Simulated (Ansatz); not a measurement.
**Sr: substituted relatives**

One table from this session's results is given with a row withheld; the runs are named, their logs left out.

Computed with Ansatz 0.2.0 (DFT PBEsol, scalar-relativistic, plane waves, PAW, unless a step's input says otherwise).

2 further runs of the same task are left out: 2 set aside as unsound or not needed. Runs told in other sessions of the task aren't counted.

## Starting point

It takes space group Fm-3m (No. 225, cubic). The conventional cell has a = 5.916 Å, b = 5.916 Å, c = 5.916 Å, α = 90.00°, β = 90.00°, γ = 90.00°. Sr (site symmetry m-3m) has 12 Sr at 4.18 Å in its first shell of neighbours.

As a file:

```
CELL_PARAMETERS angstrom
0.00000 2.95792 2.95792
2.95792 0.00000 2.95792
2.95792 2.95792 0.00000
ATOMIC_POSITIONS crystal
Sr 0.00000 0.00000 0.00000
```

This cell was relaxed beforehand with the same method: volume 51.76 Å³/atom, gap on the mesh none (metal).

Set-up of the first run:

Contents of input.yaml:

```yaml
crystal:
  lattice:
    - [0.0, 2.4179375462, 2.4179375462]
    - [2.4179375462, 0.0, 2.4179375462]
    - [2.4179375462, 2.4179375462, 0.0]
  atoms:
    - { symbol: Pb, position: [0.0, 0.0, 0.0] }
basis:
  ecutwfc: 420
kpoints:
  mp_grid: { grid: [6, 6, 6] }
hamiltonian:
  xc: pbesol
scf:
  occupations: { method: gaussian, width: 0.1 }
output:
  forces: true
  stress: true
  eigenvalues: true
```

Started as:

```sh
ansatz run input.yaml --threads 1 --pin off --max-ram 2560MiB --backend cpu --events-out ev --progress --plain --runs-dir out
```

Steps of the session up to this table: Probe: one point at the start (Pb); Relaxing cell and atoms (Pb); Quick check of gap, pressure and forces (Mg); Full relaxation (Mg); Relaxation repeated from the new cell (Mg); A first look at the start (Sn); Relaxing cell and atoms (Sn).

One table of the session follows, with a row left open; its other results are not shown here.

Lengths are those of the vectors of the cell that was run:

```
   swap  volume (Å³/atom)  a (Å)  b (Å)  c (Å)
   none             51.76  4.183  4.183  4.183
Sr → Pb             30.02  3.488  3.488  3.488
Sr → Mg                 ?      ?      ?      ?
Sr → Sn             26.54  3.348  3.348  3.348
```

Estimate the missing values for Sr → Mg.

**Answer.** volume (Å³/atom): 22.71; a (Å): 3.179; b (Å): 3.179; c (Å): 3.179. In the column «volume (Å³/atom)» it is the lowest.

Lengths are those of the computed cell.
